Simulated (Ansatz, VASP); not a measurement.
# AlN: VASP beside Ansatz

```
Al N
1.0
     3.19250    0.00000    0.00000
    -1.59625    2.76479    0.00000
     0.00000    0.00000    4.81630
Al N
2 2
Direct
  0.33333 0.66667 0.99532
  0.66667 0.33333 0.49532
  0.33333 0.66667 0.38968
  0.66667 0.33333 0.88968
```

Alike in both runs: functional PBE; k mesh 9 × 9 × 6; occupations gaussian, width 0.05 eV; no spin polarisation.

Ansatz relaxed the structure, and its values are those at the end. VASP's run is a single point on that final structure, the one shown.

|  | VASP | Ansatz |
| --- | --- | --- |
| version | VASP 6.6.1 | Ansatz 0.2.0 |
| potentials or method | VASP PAW PBE potentials, release 64 (Al, N) | scalar-relativistic, plane waves, PAW |
| plane-wave cutoff (eV) | 520 | 520 |
| valence electrons in the cell | 16 | 16 |

```tsv
	VASP	Ansatz	Ansatz less VASP
gap on the k mesh at the Fermi level (eV)	3.70	3.69	-0.007
least direct gap on the mesh (eV)	3.70	3.69	-0.007
pressure (GPa)	-0.9	-0.8	+0.18
```

The functional is the same, so the differences come from potentials, cutoffs and numerics. Ansatz warned: «stress_scf_threshold_loose».

Caveats: an odd mesh through Γ misses points on the zone boundary, where band edges often lie.
